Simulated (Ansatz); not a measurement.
## GeTe under a change: biaxial strain −0.62 %, plane normal [001], relaxed out of plane

Start from GeTe (space group R3m, No. 160; layered).

```yaml
crystal:
  lattice:
    - [2.09351, 1.20869, 3.68680]
    - [-2.09351, 1.20869, 3.68680]
    - [0.00000, -2.41737, 3.68680]
  atoms:
    - { symbol: Ge, position: [0.23184, 0.23184, 0.23184] }
    - { symbol: Te, position: [0.76816, 0.76816, 0.76816] }
```

Cartesian axes are those of the cell as printed.

Now apply this change: compressive biaxial strain of 0.62 % in the plane normal to [001], as in epitaxy on a mismatched substrate; the out-of-plane cell vector and the atoms relax.

Level of theory: DFT with r2SCAN, PAW potentials and a 500 eV plane-wave cutoff in Ansatz (a program for electronic structure), scalar-relativistic without spin-orbit coupling. Γ-centred 10×10×10 mesh, Fermi–Dirac width 0.05 eV.

The shortest interatomic distance decreases by 0.009 Å (2.815 Å → 2.806 Å) and the energy increases by 0.6 meV/atom. The band gap drops by 0.06 eV to 0.58 eV (an upper bound: an edge found on the path is not a true extremum; both cells) and the out-of-plane strain amounts to +0.70 %. The mean in-plane stress (compression positive) comes out as +0.6 GPa.

Final structure (turned so that z lies along the plane normal):

```
GeTe
1.0
    4.16105     0.00000     0.00000
    2.08053     3.60358     0.00000
    2.08053    -1.20119     3.71251
Ge Te
1 1
Cartesian
  4.16105   0.00000   2.58098
  4.16105   2.40238   1.13153
```

Cost of the whole job for the changed cell (relaxation, final SCF and bands): roughly 4 core-minutes.

Spin-orbit coupling, missing from the scalar runs, can matter with Te. Whether these cells are dynamically stable was not tested. No dispersion term is included, though the crystal is made of layers, chains or molecules, so its spacings can come out too wide.
